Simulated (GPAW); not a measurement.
SrCl2:

```
Sr Cl
1.0
     0.00000    3.48835    3.48835
     3.48835    0.00000    3.48835
     3.48835    3.48835    0.00000
Sr Cl
1 2
Direct
  0.00000 0.00000 0.00000
  0.75000 0.75000 0.75000
  0.25000 0.25000 0.25000
```

Program: GPAW 26.7.0. Alike in all runs: no spin polarisation; cell as given; smearing fermi-dirac 0.05 eV.

Order these runs on this cell by their band gap on the k mesh, lowest first.
A. level TB-mBJ; potentials or basis GPAW PAW data sets for LDA (gpaw-data 1.2.1), pw; k mesh 8 × 8 × 8; cutoff (eV) 600; maxiter 150
B. level HSE06; potentials or basis GPAW PAW data sets (gpaw-data 1.2.1), pw; k mesh 4 × 4 × 4; cutoff (eV) 450; maxiter 60; ranks 8
C. level PBE; potentials or basis GPAW PAW data sets (gpaw-data 1.2.1), pw; k mesh 7 × 7 × 7; cutoff (eV) 600; maxiter 150; band path GXWKGLUWLK,UX; band points 100
D. level LDA; potentials or basis the program's PAW data sets (release 1.2.1) made for this functional, pw; k mesh 7 × 7 × 7; cutoff (eV) 600; maxiter 150; band path GXWKGLUWLK,UX; band points 100
E. level PBEsol; potentials or basis PAW data sets generated in the run's folder for this functional, pw; k mesh 7 × 7 × 7; cutoff (eV) 600; maxiter 150

D (4.92 eV), E (5.18 eV), C (5.38 eV), B (6.56 eV), A (7.40 eV).

Caveats: an odd mesh through Γ misses points on the zone boundary, where band edges often lie (some runs); a model potential gives levels but no total energy (some runs); exact exchange converges slowly with the k mesh, and this mesh is small (some runs).

Not every run made on this cell is shown here.
